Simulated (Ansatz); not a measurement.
# Residual resistivity of an alloy: Cu(111) with 4 layers of random Cu-Rh, 2x2, part 2 of 2

Aim: the residual resistivity of a random alloy, from Cu(111) with 4 layers of random Cu-Rh, 2x2 and longer regions.

Ansatz 0.2.0; Ansatz plane-wave DFT, PBE, PAW files; ballistic transport by layer matching (Landauer), zero bias; PAW set soft_1.

So far. Step 3 (With 8 alloy layers): Over the solved energies the transmission per spin lies between 1.06 and 1.11, out of 3.21 channels of the lead on average (up to 3.21).

## (4) With 12 alloy layers

In 12 layers a share of 0.75 of the sites is given to Rh at random. A fresh draw is used; the growth of the resistance with length is what counts.

System of this step: Cu(111) with 12 layers of random Cu-Rh, 2x2. The cell holds 72 atoms: 36 Cu and 36 Rh. Its edges and angles: a = 5.112 Å, b = 5.112 Å, c = 37.568 Å, α = 90.0°, β = 90.0°, γ = 120.0°. It derives from Cu. Regions: lead, 24 atoms (24 Cu); scattering region, 48 atoms (36 Rh and 12 Cu). The structure is stacked along c, and the current runs across the ab planes.

The input, input.yaml:

```yaml
crystal:
  lattice:
    - [5.1123254594, 0.0, 0.0]
    - [-2.5561627297, 4.4274037203, 0.0]
    - [0.0, 0.0, 37.567766324]
  atoms:
    - { symbol: Cu, position: [0.0, 0.0, 0.0277777778] }
    - { symbol: Cu, position: [0.0, 0.5, 0.0277777778] }
    - { symbol: Cu, position: [0.5, 0.0, 0.0277777778] }
    - { symbol: Cu, position: [0.5, 0.5, 0.0277777778] }
    - { symbol: Cu, position: [0.1666666667, 0.3333333333, 0.0833333333] }
    - { symbol: Cu, position: [0.1666666667, 0.8333333333, 0.0833333333] }
    - { symbol: Cu, position: [0.6666666667, 0.3333333333, 0.0833333333] }
    - { symbol: Cu, position: [0.6666666667, 0.8333333333, 0.0833333333] }
    - { symbol: Cu, position: [0.3333333333, 0.1666666667, 0.1388888889] }
    - { symbol: Cu, position: [0.3333333333, 0.6666666667, 0.1388888889] }
    - { symbol: Cu, position: [0.8333333333, 0.1666666667, 0.1388888889] }
    - { symbol: Cu, position: [0.8333333333, 0.6666666667, 0.1388888889] }
    - { symbol: Rh, position: [0.0, 0.0, 0.1944444444] }
    - { symbol: Rh, position: [0.0, 0.5, 0.1944444444] }
    - { symbol: Rh, position: [0.5, 0.0, 0.1944444444] }
    - { symbol: Rh, position: [0.5, 0.5, 0.1944444444] }
    - { symbol: Rh, position: [0.1666666667, 0.3333333333, 0.25] }
    - { symbol: Rh, position: [0.1666666667, 0.8333333333, 0.25] }
    - { symbol: Cu, position: [0.6666666667, 0.3333333333, 0.25] }
    - { symbol: Rh, position: [0.6666666667, 0.8333333333, 0.25] }
    - { symbol: Rh, position: [0.3333333333, 0.1666666667, 0.3055555556] }
    - { symbol: Rh, position: [0.3333333333, 0.6666666667, 0.3055555556] }
    - { symbol: Rh, position: [0.8333333333, 0.1666666667, 0.3055555556] }
    - { symbol: Rh, position: [0.8333333333, 0.6666666667, 0.3055555556] }
    - { symbol: Rh, position: [0.0, 0.0, 0.3611111111] }
    - { symbol: Cu, position: [0.0, 0.5, 0.3611111111] }
    - { symbol: Rh, position: [0.5, 0.0, 0.3611111111] }
    - { symbol: Rh, position: [0.5, 0.5, 0.3611111111] }
    - { symbol: Rh, position: [0.1666666667, 0.3333333333, 0.4166666667] }
    - { symbol: Rh, position: [0.1666666667, 0.8333333333, 0.4166666667] }
    - { symbol: Rh, position: [0.6666666667, 0.3333333333, 0.4166666667] }
    - { symbol: Rh, position: [0.6666666667, 0.8333333333, 0.4166666667] }
    - { symbol: Rh, position: [0.3333333333, 0.1666666667, 0.4722222222] }
    - { symbol: Rh, position: [0.3333333333, 0.6666666667, 0.4722222222] }
    - { symbol: Rh, position: [0.8333333333, 0.1666666667, 0.4722222222] }
    - { symbol: Cu, position: [0.8333333333, 0.6666666667, 0.4722222222] }
    - { symbol: Cu, position: [0.0, 0.0, 0.5277777778] }
    - { symbol: Rh, position: [0.0, 0.5, 0.5277777778] }
    - { symbol: Cu, position: [0.5, 0.0, 0.5277777778] }
    - { symbol: Cu, position: [0.5, 0.5, 0.5277777778] }
    - { symbol: Rh, position: [0.1666666667, 0.3333333333, 0.5833333333] }
    - { symbol: Rh, position: [0.1666666667, 0.8333333333, 0.5833333333] }
    - { symbol: Rh, position: [0.6666666667, 0.3333333333, 0.5833333333] }
    - { symbol: Rh, position: [0.6666666667, 0.8333333333, 0.5833333333] }
    - { symbol: Rh, position: [0.3333333333, 0.1666666667, 0.6388888889] }
    - { symbol: Rh, position: [0.3333333333, 0.6666666667, 0.6388888889] }
    - { symbol: Rh, position: [0.8333333333, 0.1666666667, 0.6388888889] }
    - { symbol: Rh, position: [0.8333333333, 0.6666666667, 0.6388888889] }
    - { symbol: Cu, position: [0.0, 0.0, 0.6944444444] }
    - { symbol: Cu, position: [0.0, 0.5, 0.6944444444] }
    - { symbol: Rh, position: [0.5, 0.0, 0.6944444444] }
    - { symbol: Cu, position: [0.5, 0.5, 0.6944444444] }
    - { symbol: Rh, position: [0.1666666667, 0.3333333333, 0.75] }
    - { symbol: Cu, position: [0.1666666667, 0.8333333333, 0.75] }
    - { symbol: Rh, position: [0.6666666667, 0.3333333333, 0.75] }
    - { symbol: Rh, position: [0.6666666667, 0.8333333333, 0.75] }
    - { symbol: Cu, position: [0.3333333333, 0.1666666667, 0.8055555556] }
    - { symbol: Rh, position: [0.3333333333, 0.6666666667, 0.8055555556] }
    - { symbol: Cu, position: [0.8333333333, 0.1666666667, 0.8055555556] }
    - { symbol: Rh, position: [0.8333333333, 0.6666666667, 0.8055555556] }
    - { symbol: Cu, position: [0.0, 0.0, 0.8611111111] }
    - { symbol: Cu, position: [0.0, 0.5, 0.8611111111] }
    - { symbol: Cu, position: [0.5, 0.0, 0.8611111111] }
    - { symbol: Cu, position: [0.5, 0.5, 0.8611111111] }
    - { symbol: Cu, position: [0.1666666667, 0.3333333333, 0.9166666667] }
    - { symbol: Cu, position: [0.1666666667, 0.8333333333, 0.9166666667] }
    - { symbol: Cu, position: [0.6666666667, 0.3333333333, 0.9166666667] }
    - { symbol: Cu, position: [0.6666666667, 0.8333333333, 0.9166666667] }
    - { symbol: Cu, position: [0.3333333333, 0.1666666667, 0.9722222222] }
    - { symbol: Cu, position: [0.3333333333, 0.6666666667, 0.9722222222] }
    - { symbol: Cu, position: [0.8333333333, 0.1666666667, 0.9722222222] }
    - { symbol: Cu, position: [0.8333333333, 0.6666666667, 0.9722222222] }
kpoints:
  mp_grid: { grid: [5, 5, 1] }
hamiltonian:
  xc: pbe
  pseudopotentials: { kind: paw, azcp: { folder: soft_1 } }
scf:
  occupations: { method: fermi_dirac, width: 0.1 }
output:
  transmission:
    leads: [[0, 4]]
    kmesh: [10, 10]
    e_range: [-0.05, 0.05]
    de: 0.05
  write_potential: true
  write_density: true
  volumetric_format: npy
```

Command:

```sh
> ansatz run input.yaml --threads 4 --pin off --max-ram 15360MiB --backend cpu --events-out ev --progress --plain --runs-dir out
```

Numbers of over 12 decimals in the logs are rounded to 6 here.

Output:

```text
[...]
Crystal: 72 atoms, lattice volume = 850.321 Å³
Basis set: ecut = 420 eV, 16727 PW (Γ)
Bands: 778, of which v1, the nominal top of the filled ones, is band 648 counted from 1 (647 counted from 0)
Symmetry: 1 space group operations
[...]
k-points: 13 of 25 (time reversal used)
[...]
SCF iter   1: F=—  HF=-469045.295278 eV  |F-HF|=—  |Δ(HF+E_count)|=         —  Δρ=1.53e-1  dr2=6.25e2  ethr=3.10e-3  ⟨swp⟩=4.0  Hψ=29851  notcnv=0  defer=225
[...]
SCF iter  17: F=-468999.300605 eV  HF=-468999.300605 eV  |F-HF|=5.03e-8  |Δ(HF+E_count)|=   1.07e-8  Δρ=1.00e-6  dr2=4.89e-8  ethr=7.72e-12  ⟨swp⟩=8.6  Hψ=33107  notcnv=0
SCF 1 converged in 17 iterations: F = -468999.300605 eV  dr2 = 4.89e-8
[...]
transmission: 334 of 3328 steps passed
transmission: 666 of 3328 steps passed
[...]
transmission: 3328 of 3328 steps passed
SCF converged after 17 iterations
Free energy (F): -468999.300605 eV
[...]
Internal energy: -468997.262319 eV  (E = F + TS)
E sigma→0 (E₀):  -468998.281462 eV
Entropy (-TS):   -2.038286 eV (-28.310 meV/atom)
Fermi energy:    21.588720 eV
[...]
--- Band table (eV; the first three rows and the last of 13) ---
  k-point 0: bands = [... 644 lower, 21.9837, 21.9959, 22.0424, 22.1012, 22.1251, 22.1603, 22.1851, 22.2324, ... 126 higher]
  k-point 1: bands = [... 644 lower, 21.7833, 21.7987, 21.8345, 21.8567, 21.8760, 21.9022, 21.9203, 21.9435, ... 126 higher]
  k-point 2: bands = [... 644 lower, 21.3484, 21.3681, 21.3895, 21.4273, 21.4482, 21.4884, 21.5173, 21.5667, ... 126 higher]
  k-point 12: bands = [... 644 lower, 21.3702, 21.4326, 21.4500, 21.4975, 21.5528, 21.5805, 21.6106, 21.6314, ... 126 higher]
--- Transmission ---
  basis      : 199 plane waves across, 64 finite elements along
  points     : 52, standing for a mesh of 10 x 10
[...]
channels       : 3.210000e0 a spin
[...]
junction   : crystal 0 to crystal 0, 0.70 to 36.18 Å
    transmission   : 1.099154e0 a spin
[...]
```

It took 31 min on 4 threads of Arm Neoverse V1, shared host; peak memory 9.1 GiB.

This step gave:

- free energy: -468999.3006 eV
- energy at zero smearing: -468998.2815 eV
- Fermi energy: 21.59 eV
- transmission per spin nearest the Fermi level: 1.099
- step of the lead's potential: 30.4 meV

Per spin. The transmission, zone mean by energy, zero at the Fermi level:

| energy (eV) | transmission, zone mean |
| --- | --- |
| -0.0500 | 1.07 |
| 0.0000 | 1.10 |
| 0.0500 | 1.02 |

Over the solved energies the transmission per spin lies between 1.02 and 1.10, out of 3.21 channels of the lead on average (up to 3.21). The log calls the step of a lead's potential too much.

## (5) Resistance against length

This step: Ansatz plane-wave DFT, PBE, PAW files; ballistic transport by layer matching (Landauer), zero bias; residual resistivity from the slope of the area resistance, atoms on the host's lattice; PAW set soft_1 (Ansatz 0.2.0).

Numbers from this step:

```yaml
resistivity: 51.03 µΩ cm
intercept: 0.6768 fΩ m²
scatter_about_the_fit: 0.1668 fΩ m²
```

Resistance, by row:

| run | length (Å) | T | channels N | RA (fΩ m²) |
| --- | --- | --- | --- | --- |
| n4 | 8.348 | 1.542 | 3.21 | 0.9849 |
| n8 | 16.7 | 1.092 | 3.21 | 1.765 |
| n12 | 25.05 | 1.063 | 3.21 | 1.837 |

Area resistance against length of the alloy:

```csv
length of the alloy (Å),area resistance (fΩ m²)
8.35,0.985
16.70,1.76
25.05,1.84
```

The area resistance goes from 0.98 to 1.8 fΩ m² between 8.3 and 25.0 Å, a slope of 51 µΩ cm.

By hand from the end points: (1.837 − 0.9849) fΩ m² / (25.05 − 8.35) Å = 51 µΩ cm, since 1 fΩ m² per Å is 1000 µΩ cm.

## (6) Results

* resistivity from the slope: 51.0 µΩ cm
* area resistance over 8.35 Å: 0.985 fΩ m²
* area resistance over 16.7 Å: 1.76 fΩ m²
* area resistance over 25.0 Å: 1.84 fΩ m²

In words: The slope gives 51 µΩ cm. The points scatter by 0.17 fΩ m² about the line, with one random draw a length in a 2x2 cell, so the slope is a rough value. Read with a model of isotropic scattering on a spherical Fermi surface and the lead's 1.1×10¹⁵ S/m², this slope means a mean free path near 14 Å (a rough figure, since the alloy's own channel count differs); over these lengths the model's slope is within 3 % of its bulk resistivity. The atoms sit on the host's lattice, so scattering by size misfit is left out. A lead's potential steps by up to 30 meV from period to period, which the log calls too much, so longer leads could move the result.

[Logs are printed without paths, hosts, clocks, repeated set-up lines and the standing remarks that a program may print on its own settings, such as how far it seeks lower states.]

[Hosts, paths, dates, database ids (printed as entryN), source tags and the programs' standing remarks are cut or masked in the printed files.]
